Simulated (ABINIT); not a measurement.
# BN (R3m) in ABINIT: settings compared

One crystal, BN, is run at these levels: LDA, PBEsol, r2SCAN; tasks: band structure.

All numbers are computed with ABINIT 10.8.3 (patched build); they aren't measurements. Logs are shortened: lines on timing, memory, paths and dates and some standing lists are left out, and cuts for length are marked. The log counts tension as positive stress, the text compression.

**1. The structure**

The structure is trigonal, space group R3m (No. 160). The conventional cell has a = 2.502 Å, b = 2.502 Å, c = 10.119 Å, α = 90.00°, β = 90.00°, γ = 120.00°. N (site symmetry 3m) has 3 B at 1.44 Å as nearest neighbours. B (site symmetry 3m) is surrounded by 3 N at 1.44 Å.

The cell is a database's computed one.

**2. Band structure, LDA**

The input, run.abi:

```
ndtset 2

pp_dirpath "./"
pseudos "N.LDA_PW-JTH.xml, B.LDA_PW-JTH.xml"

acell 3.6692997666 3.6692997666 3.6692997666 Angstrom
rprim
     0.3409701749     0.1968592223     0.9192310844
    -0.3409701749     0.1968592223     0.9192310844
     0.0000000000    -0.3937184445     0.9192310844
ntypat 2
znucl 7 5
natom 2
typat 1 2
xred
     0.6672382000     0.6672382000     0.6672382000
     0.0003288000     0.0003288000     0.0003288000

ecut 26.0
pawecutdg 48.0
pawovlp 30

ixc 7

occopt 3
tsmear 0.05 eV

nstep 100

iomode 3
prtwf 0
prteig 0
prtebands 0
enunit 1
prtden1 1

kptopt1 1
ngkpt1 12 12 12
nshiftk1 1
shiftk1 0.0 0.0 0.0
nband1 8
tolvrs1 1.0e-9

iscf2 -2
getden2 1
nband2 14
nbdbuf2 4
tolwfr2 1.0e-11
kptopt2 -2
ndivsm2 8
prteig2 1
prtvol2 -3
kptbounds2
     0.0000000000     0.0000000000     0.0000000000
     0.5000000000     0.0000000000     0.0000000000
     0.5000000000     0.1972419765    -0.1972419765
```

Potentials or basis: JTH PAW LDA v2.0.

Started as:

```
> abinit run.abi > log 2>&1
```

run.abo:

```text
.Version 10.8.3 of ABINIT
 DATASET    1 : space group R3 m (#160); Bravais hR (rhombohedral)
================================================================================
 Values of the parameters that define the memory need for DATASET  1.
     intxc =       0    ionmov =       0      iscf =      17    lmnmax =       8
     lnmax =       4     mgfft =      32  mpssoang =       2    mqgrid =    3001
     natom =       2  nloc_mem =       2    nspden =       1   nspinor =       1
    nsppol =       1      nsym =       6    n1xccc =       1    ntypat =       2
    occopt =       3   xclevel =       1
       mpw =         800          nfft =       32768          nkpt =         189
 PAW method is used; the additional fine FFT grid is defined by:
   mgfftf=        45    nfftf =     91125
================================================================================
================================================================================

 DATASET    2 : space group R3 m (#160); Bravais hR (rhombohedral)
================================================================================
 Values of the parameters that define the memory need for DATASET  2.
     intxc =       0    ionmov =       0      iscf =      -2    lmnmax =       8
     lnmax =       4     mgfft =      32  mpssoang =       2    mqgrid =    3001
     natom =       2  nloc_mem =       2    nspden =       1   nspinor =       1
    nsppol =       1      nsym =       6    n1xccc =       1    ntypat =       2
    occopt =       3   xclevel =       1
       mpw =         791          nfft =       32768          nkpt =          21
 PAW method is used; the additional fine FFT grid is defined by:
   mgfftf=        45    nfftf =     91125
================================================================================
================================================================================

--------------------------------------------------------------------------------
------------- Echo of variables that govern the present computation ------------
--------------------------------------------------------------------------------
 -outvars: echo values of preprocessed input variables --------
            acell      6.9339716327E+00  6.9339716327E+00  6.9339716327E+00 Bohr
              amu      1.40067400E+01  1.08110000E+01
             ecut      2.60000000E+01 Hartree
           enunit           1
           getden1          0
           getden2          1
             iscf1         17
             iscf2         -2
              ixc           7
           jdtset        1    2
           kptopt1          1
           kptopt2         -2
         kptrlatt       12    0    0      0   12    0      0    0   12
          kptrlen1     5.67426605E+01
          kptrlen2     3.00000000E+01
            natom           2
            nband1          8
            nband2         14
           nbdbuf1          0
           nbdbuf2          4
           ndtset           2
           ndivsm1          0
           ndivsm2          8
            ngfft          32      32      32
          ngfftdg          45      45      45
             nkpt1        189
             nkpt2         21
            nstep         100
             nsym           6
           ntypat           2
           occopt           3
        pawecutdg      4.80000000E+01 Hartree
          pawovlp      3.0000000000E+01
        prtebands           0
           prteig1          0
           prteig2          1
           prtvol1          0
           prtvol2         -3
            prtwf           0
            rprim      3.4097017490E-01  1.9685922230E-01  9.1923108440E-01
                      -3.4097017490E-01  1.9685922230E-01  9.1923108440E-01
                       0.0000000000E+00 -3.9371844450E-01  9.1923108440E-01
           shiftk1     0.00000000E+00  0.00000000E+00  0.00000000E+00
           shiftk2     5.00000000E-01  5.00000000E-01  5.00000000E-01
[... 246 lines left out ...]

 Fine grid specifications (used for densities):

 getcut: wavevector=  0.0000  0.0000  0.0000  ngfft=  45  45  45
         ecut(hartree)=     48.000   => boxcut(ratio)=   2.03472
--------------------------------------------------------------------------------

================================================================================
 Non-SCF case, kpt    1 (  0.00000  0.00000  0.00000), residuals and eigenvalues=
  4.43E-12  8.01E-12  1.16E-12  1.22E-12  4.06E-12  2.78E-12  2.72E-12  1.72E-12
  3.96E-12  4.26E-12  2.59E-10  2.64E-10  3.44E-09  5.37E-12
 -5.4625E-01 -5.5062E-02  5.2248E-02  5.2248E-02  2.7799E-01  5.2478E-01
  5.2478E-01  5.7594E-01  6.4283E-01  1.0425E+00  1.1079E+00  1.1641E+00
  1.1641E+00  1.2571E+00
 Non-SCF case, kpt    2 (  0.04167  0.00000  0.00000), residuals and eigenvalues=
  2.72E-12  3.89E-12  8.05E-13  1.21E-12  3.95E-12  2.65E-12  1.15E-12  3.39E-12
  7.22E-12  6.93E-12  2.55E-12  5.91E-11  5.81E-10  2.83E-05
 -5.4497E-01 -5.3692E-02  4.6910E-02  4.9769E-02  2.8064E-01  5.2405E-01
  5.3033E-01  5.7159E-01  6.4694E-01  1.0458E+00  1.0892E+00  1.1430E+00
[... 101 lines left out ...]
  6.1064E-01  6.6160E-01  7.4835E-01  8.2154E-01  8.9748E-01  1.0452E+00
  1.1100E+00  1.2969E+00
 Non-SCF case, kpt   20 (  0.50000  0.17259 -0.17259), residuals and eigenvalues=
  3.10E-12  4.46E-12  9.39E-12  9.00E-12  5.69E-12  2.76E-12  3.50E-12  1.49E-12
  1.92E-12  4.02E-12  3.50E-12  1.88E-10  2.44E-07  4.13E-05
 -4.0440E-01 -1.9219E-01 -1.5888E-01  9.7787E-02  2.6690E-01  5.3366E-01
  6.1053E-01  6.7977E-01  7.6746E-01  8.1857E-01  8.8431E-01  1.0212E+00
  1.1108E+00  1.2636E+00
 Non-SCF case, kpt   21 (  0.50000  0.19724 -0.19724), residuals and eigenvalues=
  9.28E-12  5.36E-12  1.43E-12  7.46E-12  1.11E-12  8.80E-13  1.46E-12  2.26E-12
  4.12E-12  3.70E-12  2.57E-12  9.74E-12  4.60E-08  7.11E-07
 -4.0713E-01 -1.9298E-01 -1.5068E-01  8.5348E-02  2.7148E-01  5.4496E-01
  6.0984E-01  6.7965E-01  7.8096E-01  8.2922E-01  8.8227E-01  1.0022E+00
  1.1093E+00  1.2370E+00

--- !ResultsGS
iteration_state: {dtset: 2, }
comment   : Summary of ground state results
lattice_vectors:
- [  2.3642775,   1.3650163,   6.3739223, ]
- [ -2.3642775,   1.3650163,   6.3739223, ]
- [  0.0000000,  -2.7300325,   6.3739223, ]
lattice_lengths: [   6.93397,    6.93397,    6.93397, ]
lattice_angles: [ 39.872,  39.872,  39.872, ] # degrees, (23, 13, 12)
lattice_volume:   1.2342249E+02
convergence: {deltae:  0.000E+00, res2:  0.000E+00, residm:  9.825E-12, diffor:  0.000E+00, }
etotal    :  -1.30112556E+01
entropy   :   0.00000000E+00
fermie    :   1.49683303E-01
cartesian_stress_tensor: null
pressure_GPa: null
xred      :
- [  6.6724E-01,   6.6724E-01,   6.6724E-01,  N]
- [  3.2880E-04,   3.2880E-04,   3.2880E-04,  B]
cartesian_forces: null
force_length_stats: {min: null, max: null, mean: null, }
...

 Integrated electronic density in atomic spheres:
 ------------------------------------------------
 Atom  Sphere_radius  Integrated_density
    1        1.20497          2.72652893
    2        1.70617          2.23383666

================================================================================

 ----iterations are completed or convergence reached----

 Mean square residual over all n,k,spin=   38.167E-13; max=  98.247E-13
 reduced coordinates (array xred) for    2 atoms
       0.667238200000      0.667238200000      0.667238200000
       0.000328800000      0.000328800000      0.000328800000

 cartesian coordinates (angstrom) at end:
    1      0.00000000000000     0.00000000024483     6.75165204020891
    2      0.00000000000000     0.00000000000012     0.00332706249555
 length scales=  6.933971632731  6.933971632731  6.933971632731 bohr
              =  3.669299766600  3.669299766600  3.669299766600 angstroms
 Eigenvalues (   eV  ) for nkpt=  21  k points:
 kpt#   1, nband= 14, wtk=  1.00000, kpt=  0.0000  0.0000  0.0000 (reduced coord)
 -14.86413   -1.49831    1.42175    1.42175    7.56452   14.27990   14.27990   15.67208
  17.49228   28.36860   30.14783   31.67732   31.67732   34.20672
 kpt#   2, nband= 14, wtk=  1.00000, kpt=  0.0417  0.0000  0.0000 (reduced coord)
 -14.82949   -1.46103    1.27649    1.35428    7.63655   14.26024   14.43106   15.55383
  17.60412   28.45693   29.63762   31.10275   31.53471   34.71257
 kpt#   3, nband= 14, wtk=  1.00000, kpt=  0.0833  0.0000  0.0000 (reduced coord)
 -14.72604   -1.34964    0.86306    1.16320    7.84360   14.20859   14.87171   15.20970
  17.91821   28.31579   28.79584   30.07431   31.53530   35.43411
 kpt#   4, nband= 14, wtk=  1.00000, kpt=  0.1250  0.0000  0.0000 (reduced coord)
 -14.55510   -1.16561    0.23648    0.87771    8.16601   14.13733   14.67300   15.56887
  18.38184   26.93165   29.03364   29.13475   31.64919   35.87044
 kpt#   5, nband= 14, wtk=  1.00000, kpt=  0.1667  0.0000  0.0000 (reduced coord)
 -14.31920   -0.91759   -0.53330    0.53414    8.58372   13.90876   14.13670   16.47833
  18.92918   25.57624   28.06904   29.48219   31.75161   35.93266
 kpt#   6, nband= 14, wtk=  1.00000, kpt=  0.2083  0.0000  0.0000 (reduced coord)
 -14.02232   -1.42082   -0.57627    0.16718    9.07624   13.13515   14.04865   17.55368
[... 32 lines left out ...]
 -11.29827   -5.75399   -3.07805    2.53881    7.68775   14.26801   16.24238   16.91383
  19.64723   23.21540   25.42598   29.44713   30.16216   35.25246
 kpt#  18, nband= 14, wtk=  1.00000, kpt=  0.5000  0.1233 -0.1233 (reduced coord)
 -11.15707   -5.53529   -3.69196    2.69357    7.52337   14.34408   16.63587   17.20606
  19.87611   22.75136   24.92185   29.08668   30.15237   36.27157
 kpt#  19, nband= 14, wtk=  1.00000, kpt=  0.5000  0.1479 -0.1479 (reduced coord)
 -11.04460   -5.32191   -4.16989    2.76462    7.34429   14.37049   16.61645   18.00309
  20.36359   22.35529   24.42165   28.44013   30.20410   35.29060
 kpt#  20, nband= 14, wtk=  1.00000, kpt=  0.5000  0.1726 -0.1726 (reduced coord)
 -11.00425   -5.22981   -4.32345    2.66091    7.26270   14.52163   16.61329   18.49761
  20.88368   22.27441   24.06338   27.78880   30.22589   34.38535
 kpt#  21, nband= 14, wtk=  1.00000, kpt=  0.5000  0.1972 -0.1972 (reduced coord)
 -11.07864   -5.25130   -4.10029    2.32245    7.38726   14.82905   16.59448   18.49412
  21.25092   22.56409   24.00791   27.27202   30.18447   33.66049

== END DATASET(S) ==============================================================
================================================================================

 -outvars: echo values of variables after computation  --------
            acell      6.9339716327E+00  6.9339716327E+00  6.9339716327E+00 Bohr
           etotal1    -1.3011255558E+01
            fcart1     2.5499412559E-20  7.7066807001E-21 -8.7631010319E-05
                      -2.5499412559E-20 -7.7066807001E-21  8.7631010319E-05
            rprim      3.4097017490E-01  1.9685922230E-01  9.1923108440E-01
                      -3.4097017490E-01  1.9685922230E-01  9.1923108440E-01
                       0.0000000000E+00 -3.9371844450E-01  9.1923108440E-01
           strten1     1.9491854037E-04  1.9491854027E-04  3.6574959915E-05
                      -1.4175422591E-13  0.0000000000E+00  0.0000000000E+00
           xangst      4.8395821273E-17  2.4482977075E-10  6.7516520402E+00
                       6.2736431123E-20  1.2064658497E-13  3.3270624956E-03
             xred      6.6723820000E-01  6.6723820000E-01  6.6723820000E-01
                       3.2880000000E-04  3.2880000000E-04  3.2880000000E-04
 Calculation completed.
```

It took 54 s on 1 thread of AMD EPYC 7R43 (Zen 3), shared host; peak memory 0.11 GiB.

What came out:

```
Free energy             : -354.0543 eV
Pressure                : -4.2 GPa
Largest force           : 0.005 eV/Å
Band gap on the k mesh  : 4.09 eV, indirect (least direct gap 4.55 eV)
Band gap along the path : 4.50 eV, indirect (least direct gap 4.58 eV)
```

Forces on the atoms (eV/Å):
```
N    0.000  0.000 -0.005
B    0.000  0.000  0.005
```

Stress tensor (GPa, compression positive):
```
-5.73  0.00  0.00
 0.00 -5.73  0.00
 0.00  0.00 -1.08
```

Levels at the corners of the path, in eV from the valence-band top:
```csv
point,band 1,band 2,band 3,band 4,band 5,band 6,band 7,band 8
Γ,-17.63,-4.26,-1.34,-1.34,4.80,11.52,11.52,12.91
L,-14.41,-8.95,-4.14,-0.66,5.08,9.84,12.66,14.62
B1,-13.84,-8.02,-6.86,-0.44,4.62,12.06,13.83,15.73
```

Caveat: the atomic spheres overlap. LDA gaps usually lie below the measured ones, often by a third to a half.

**3. Band structure, PBEsol**

run.abi, as its differences from that of step 2:

```diff
@@ -3,3 +3,3 @@
 pp_dirpath "./"
-pseudos "N.LDA_PW-JTH.xml, B.LDA_PW-JTH.xml"
+pseudos "N.GGA_PBE-JTH.xml, B.GGA_PBE-JTH.xml"
 
@@ -20,5 +20,6 @@
 pawecutdg 48.0
+pawxcdev 0
 pawovlp 30
 
-ixc 7
+ixc -116133
```

Potentials or basis: JTH PAW PBE v2.0.

Started as:

```
> abinit run.abi > log 2>&1
```

Wall time 61 s (1 thread of AMD EPYC 7R43 (Zen 3), shared host); peak memory 0.13 GiB.

It converged, with:

| Quantity | Value |
| --- | --- |
| Free energy | -352.1549 eV |
| Pressure | 1.1 GPa |
| Largest force | 0.004 eV/Å |
| Band gap on the k mesh | 4.17 eV, indirect (least direct gap 4.62 eV) |
| Band gap along the path | 4.57 eV, indirect (least direct gap 4.65 eV) |

Forces in eV/Å, atoms in the order of the input:
```
N    0.000  0.000 -0.004
B    0.000  0.000  0.004
```

Stress tensor (GPa, compression positive):
```
1.41 0.00 0.00
0.00 1.41 0.00
0.00 0.00 0.54
```

Levels at the corners of the path, in eV from the valence-band top:
| point | band 2 | band 3 | band 4 | band 5 | band 6 | band 7 |
| --- | --- | --- | --- | --- | --- | --- |
| Γ | -4.26 | -1.31 | -1.31 | 4.93 | 11.59 | 11.59 |
| L | -9.00 | -4.11 | -0.66 | 5.15 | 9.80 | 12.83 |
| B1 | -8.02 | -6.92 | -0.43 | 4.69 | 12.19 | 13.94 |

Caveat: the PAW data sets were made with another functional, which shifts forces and pressure a little; the atomic spheres overlap.

**4. Band structure, r2SCAN**

run.abi, as its differences from that of step 3:

```diff
@@ -18,8 +18,9 @@
 
-ecut 26.0
-pawecutdg 48.0
-pawxcdev 0
+ecut 31.0
+pawecutdg 53.0
 pawovlp 30
 
-ixc -116133
+ixc -497498
+usekden 1
+pawxcdev 0
 
@@ -36,2 +37,3 @@
 prtden1 1
+prtkden1 1
 
@@ -42,3 +44,3 @@
 nband1 8
-tolvrs1 1.0e-9
+tolvrs1 1.0e-7
 
@@ -46,2 +48,3 @@
 getden2 1
+getkden2 1
 nband2 14
```

Started as:

```
> abinit run.abi > log 2>&1
```

Run time: 4.7 min. Hardware: 1 thread of AMD EPYC 7R43 (Zen 3), shared host; peak memory 0.17 GiB.

Results (log left out):

```yaml
Free_energy: -343.4368 eV
Pressure: 3.4 GPa
Largest_force: 0.019 eV/Å
Band_gap_on_the_k_mesh: 4.80 eV, indirect (least direct gap 5.36 eV)
Band_gap_along_the_path: 5.31 eV, indirect (least direct gap 5.40 eV)
```

Forces on the atoms (eV/Å):
```
N    0.000  0.000 -0.019
B    0.000  0.000  0.019
```

Stress tensor (GPa, compression positive):
```
2.34 0.00 0.00
0.00 2.34 0.00
0.00 0.00 5.42
```

Levels at the corners of the path, in eV from the valence-band top:
```
point  band 2  band 3  band 4  band 5  band 6  band 7
    Γ   -4.34   -1.38   -1.38    5.40   12.36   12.36
    L   -9.37   -4.28   -0.65    5.87   10.54   13.68
   B1   -8.29   -7.25   -0.42    5.41   13.01   14.89
```

Caveat: totals of a meta-GGA on PAW files have another zero than those of a GGA; the PAW data sets were made with another functional, which shifts forces and pressure a little; the atomic spheres overlap.

**5. The runs side by side**

| level | potentials or basis | cutoff (eV) | fine-grid cutoff | gap on the mesh (eV) | pressure (GPa) |
| --- | --- | --- | --- | --- | --- |
| LDA | JTH PAW LDA v2.0 | 707 | 1306.15 eV | 4.09 | -4.2 |
| PBEsol | JTH PAW PBE v2.0 | 707 | 1306.15 eV | 4.17 | 1.1 |
| r2SCAN | JTH PAW PBE v2.0 | 844 | 1442.2 eV | 4.80 | 3.4 |

Alike in all rows: task band structure; no spin polarisation; cell as given; k mesh 12 × 12 × 12; smearing fermi-dirac 0.05 eV.

Caveats: the atomic spheres overlap; the PAW data sets were made with another functional, which shifts forces and pressure a little (some runs); totals of a meta-GGA on PAW files have another zero than those of a GGA (some runs).

Absolute energies hang on the potentials; compare differences alone.
